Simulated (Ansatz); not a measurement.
# Ge (Fd-3m) in Ansatz: notebook

Runs on Ge. Level: PBEsol. Tasks: density of states, phonons, elastic constants.

Everything below comes from runs of Ansatz 0.2.0. Logs are shortened: lines on timing, memory, paths and dates and some standing lists are left out, and cuts for length are marked.

**Experimental background.**

“Electronic and optical properties of SixGe1-x-ySny alloys lattice-matched to Ge”, 2021, arxiv:2109.02782 reports, for a bulk crystal of Ge at 300 K: band gap 0.807 eV (direct).

From “Temperature-dependent photoluminescence in Ge: experiment and theory”, 2020, arxiv:2003.00143, for a bulk crystal of Ge at 0 K: band gap 0.744 eV (indirect).

How close the calculation comes is told below.

### Step 1. The crystal as given

The structure is cubic, space group Fd-3m (No. 227). The conventional cell has a = 5.658 Å, b = 5.658 Å, c = 5.658 Å, α = 90.00°, β = 90.00°, γ = 90.00°. Around Ge (site symmetry -43m) lie 4 Ge at 2.45 Å.

### Step 2. Density of states, PBEsol

The input, input.yaml:

```yaml
crystal:
  lattice:
    - [0.0, 2.82891, 2.82891]
    - [2.82891, 0.0, 2.82891]
    - [2.82891, 2.82891, 0.0]
  atoms:
    - { symbol: Ge, position: [0.75, 0.75, 0.75] }
    - { symbol: Ge, position: [0.5, 0.5, 0.5] }
kpoints:
  mp_grid: { grid: [8, 8, 8] }
scf:
  occupations: { method: fermi_dirac, width: 0.05 }
hamiltonian:
  xc: pbesol
  pseudopotentials: { kind: all_electron, datasets: crystal }
output:
  forces: true
  stress: true
  eigenvalues: true
  dos: { projected: false, de: 0.1, e_range: [-20, 6] }
  elf: true
  volumetric_format: npy
```

Potentials or basis: all-electron PAW datasets made for the crystal.

On the command line:

```console
$ ansatz run input.yaml --threads 1 --pin off --max-ram 3072MiB --backend cpu --events-out ev --progress --plain --runs-dir out
```

What it wrote:

```text
Warning: RAYON_NUM_THREADS=1 ignored (pool sized by the plan → 1); use --threads N
hamiltonian.pseudopotentials.datasets: crystal makes datasets for this crystal and solves the spheres of its atoms anew in each pass: cutoff 140.0 eV, the density's 840.0 eV; for an error of 0.50 meV an atom under PBE, 1.0 meV for the cell; an energy difference from a run of another recipe may be off by several times the error for the cell, under r2SCAN by more, where some 0.1 meV an atom stays at smaller errors; Ge in spheres of 1.222 Å, 4 of its electrons in bands, 10 on its site; only band paths and densities of states list, in semicore columns, the levels of the semicore shells that are solved separately: 3d of Ge
band count auto-derived: 9 (N_el = 8.0; filled up to band 4; 8 by the electrons, moments and atoms)
Engine: ansatz 0.2.0, aarch64-unknown-linux-gnu
Pseudopotentials: kind: all_electron
Pseudopotential: Ge, paw, valence charge 14, recommended cutoff 140 eV (normal), crystal/all_electron/pbesol/scalar/gaussian/Ge, Koelling and Harmon's equation, gaussian nucleus
Functional definition: PBEsol
  exchange = pbesol_x
  correlation = pbesol_c
Crystal: 2 atoms, lattice volume = 45.278 Å³
Basis set: ecut = 140 eV, 169 PW (Γ), exchange–correlation on 40×40×40 points (8 copies of the dense FFT grid, shifted against one another)
Bands: 9, of which v1, the nominal top of the filled ones, is band 4 counted from 1 (3 counted from 0)
Symmetry: 48 space group operations
Space group: Fd-3m (ITA 227), of the structure as read, at distance tolerance 3.6e-5 Å
k-points: 29 of 512
Non-local potential: Ge, projectors of the file, l = 0: 1, l = 1: 1
PAW form: soft (Blöchl's): semilocal exchange-correlation on the pseudo side does not see the compensation charge
PAW one-centre angular grid: Ge, 110 points (default); XC on its mesh's 1871 points in the sphere
Initial density: superposition of atomic densities (neutral atoms: chi_scale 0, normalization atom)
Initial wavefunctions: pseudopotential atomic-orbital guess
Functional: x = pbesol(κ = 0.804, μ = 0.12345679012345678), c = pbesol(β = 0.046)
iter 1 solved again at ethr=6.86e-3 eV; its pass at ethr=1.00e-1 eV (dr2=5.49e-1 eV) is discarded
SCF iter   1: F=—  HF=-114149.756992 eV  |F-HF|=—  |Δ(HF+E_count)|=         —  Δρ=3.33e-2  dr2=4.69e-1  ethr=6.86e-3  ⟨swp⟩=3.3  Hψ=1882  notcnv=0
preconditioner: auto → none  [insulator: Δε(μ)=0.210 eV  Ē_g=10.811 eV  σ=0.050 eV  W_gap=0.64  n_scr=8 (ndim 8)  ℏωp=15.6 eV  f_vac=0.000  D(μ)=0.07/eV (n_scr^D=0)  ε∞_Penn≈3.1]
SCF iter   2: F=—  HF=-114149.682719 eV  |F-HF|=—  |Δ(HF+E_count)|=   7.43e-2  Δρ=1.49e-2  dr2=8.56e-2  ethr=5.86e-3  ⟨swp⟩=2.1  Hψ=525  notcnv=0  defer=2
iter 3 solved again at ethr=3.07e-6 eV; its pass at ethr=1.07e-3 eV (dr2=2.45e-4 eV) is discarded
SCF iter   3: F=—  HF=-114149.667642 eV  |F-HF|=—  |Δ(HF+E_count)|=   1.51e-2  Δρ=8.93e-4  dr2=2.51e-4  ethr=3.07e-6  ⟨swp⟩=3.1  Hψ=1229  notcnv=0  defer=2
SCF iter   4: F=—  HF=-114149.667581 eV  |F-HF|=—  |Δ(HF+E_count)|=   6.09e-5  Δρ=2.97e-4  dr2=2.75e-5  ethr=3.07e-6  ⟨swp⟩=2.0  Hψ=385  notcnv=0  defer=1
SCF iter   5: F=—  HF=-114149.667580 eV  |F-HF|=—  |Δ(HF+E_count)|=   1.80e-6  Δρ=2.64e-5  dr2=1.17e-7  ethr=3.44e-7  ⟨swp⟩=2.2  Hψ=388  notcnv=0  defer=1
SCF iter   6: F=-114149.667579 eV  HF=-114149.667579 eV  |F-HF|=3.18e-8  |Δ(HF+E_count)|=   3.25e-7  Δρ=5.68e-6  dr2=1.66e-8  ethr=1.47e-9  ⟨swp⟩=3.2  Hψ=511  notcnv=0  defer=1
SCF 1 converged in 6 iterations: F = -114149.667559 eV  dr2 = 1.66e-8
  Residual-converged pass: ⟨swp⟩=2.9  Hψ=415  notcnv=0  max |occ|·‖R‖ = 5.0e-6 eV (tolerance 5.3e-6 eV)  dr2=1.63e-8  dr2_onsite=3.04e-8  max |Δocc| = 7.8e-10
SCF converged after 6 iterations
Free energy (F): -114149.667559 eV
Harris-Foulkes:  -114149.667559 eV  (|F-HF|=3.18e-8)
Internal energy: -114149.666634 eV  (E = F + TS)
E sigma→0 (E₀):  -114149.667097 eV
Entropy (-TS):   -0.000925 eV (-0.462 meV/atom)
Past the cutoff: the bands carry plane waves up to 1.75 times it, of which those up to 1.5 times it add -0.000420 eV an atom, each by itself; the spheres take 0.000219 eV an atom off the energy for waves past 1.75 times it
By the cutoff:   a pressure is off by up to 0.006 GPa (1.2 times the spheres' own share and the shells' term, over an atom's volume, and 0.004 GPa: a bound that held against runs at twice the plane waves)
Past the cutoffs: a stress includes 0.0030 GPa for waves and charges beyond them, in addition to the slope of what the spheres take
In the spheres:  the bands' charges fall short by 1.2e-6 e at most (sound up to 1e-3), those of shells solved beside the bands by 3.7e-7 e (sound up to 5e-4)
Fermi energy:    9.875915 eV
--- Per-component energies (eV) ---
  E_band       = 33.559802
  E_kinetic    = 84.834794
  E_local      = -3034.018801  (includes V_loc(G=0)·N_el)
  E_nonlocal   = 15.947668
  E_hartree    = 1441.188011
  E_xc         = -112.186090
  E_vxc        = -125.961781  (∫ρ·V_xc dr)
  E_paw        = -118622.645074  (= ΣΔE_a)
  E_vpaw       = -8553.974812  (= ΣTr[D̂ρ^β])
  E_ewald      = -2687.134708
  E_smearing   = -0.000925  (= −TS)
  E_closure    = 8764.347565  (closes the sum)
  Σ components = -114149.667559   (vs F -114149.667559, Δ=0.00e0)
  The terms above E_closure are by the made datasets' own strengths, without shells solved beside the bands.
--- Forces (eV/Å), atoms counted from 1 ---
  atom   1  Ge     0.00000000     0.00000000    -0.00000000
  atom   2  Ge    -0.00000000     0.00000000    -0.00000000
  max |Σ_I F_I| component: 1.50e-17 eV/Å
--- Stress (GPa, compression-positive) ---
        0.641547       0.000000      -0.000000
       -0.000000       0.641547       0.000000
        0.000000      -0.000000       0.641547
  P = ⅓ Tr σ = 0.6415 GPa (6.415 kbar)
  It holds what live shells' own plane waves past their cutoff add
--- Band table (eV; the first three rows and the last of 29) ---
  k-point 0: bands = ["-2.9386", "9.8447", "9.8556", "9.8556", "9.8556", "12.3834", "12.3834"]
  k-point 1: bands = ["-2.7479", "7.4835", "9.5187", "9.5187", "10.8555", "12.8332", "12.8332"]
  k-point 2: bands = ["-2.1944", "5.1191", "8.9702", "8.9702", "10.4719", "13.4605", "13.4605"]
  k-point 28: bands = ["1.0555", "1.0555", "5.9191", "5.9191", "14.1401", "14.1401", "14.4885"]
```

Wall time 2.9 s (1 thread of Arm Neoverse V2, shared host); peak memory 0.33 GiB.

What came out:

- Free energy: -114149.6676 eV
- Pressure: 0.6 GPa
- Band gap on the k mesh: none (metal or under the smearing width)

Levels at points of the mesh, in eV from the Fermi level:
```tsv
k point	band 1	band 2	band 3	band 4	band 5	band 6	band 7
(0.00, 0.00, 0.00)	-12.81	-0.03	-0.02	-0.02	-0.02	2.51	2.51
(0.00, 0.00, -0.50)	-10.72	-7.65	-1.43	-1.43	0.10	3.68	3.68
(0.00, -0.50, -0.50)	-8.92	-8.92	-3.11	-3.11	0.64	0.64	9.46
```

States per cell in windows of 1 eV (zero at the Fermi level; states under -8 eV left out):
```
from (eV)  total
     -8.0   0.85
     -7.0   0.40
     -6.0   0.22
     -5.0   0.56
     -4.0   1.22
     -3.0   1.40
     -2.0   0.90
     -1.0   0.16
      0.0   0.20
      1.0   1.42
      2.0   0.99
      3.0   1.30
      4.0   1.30
```

Caveat: the program warned that the printed levels may be off, so bands, gaps and densities of states are rough; this crystal is a semiconductor, whose small gap the functional closes, so the metal is an error of the method.

[end of part 1 of 2]
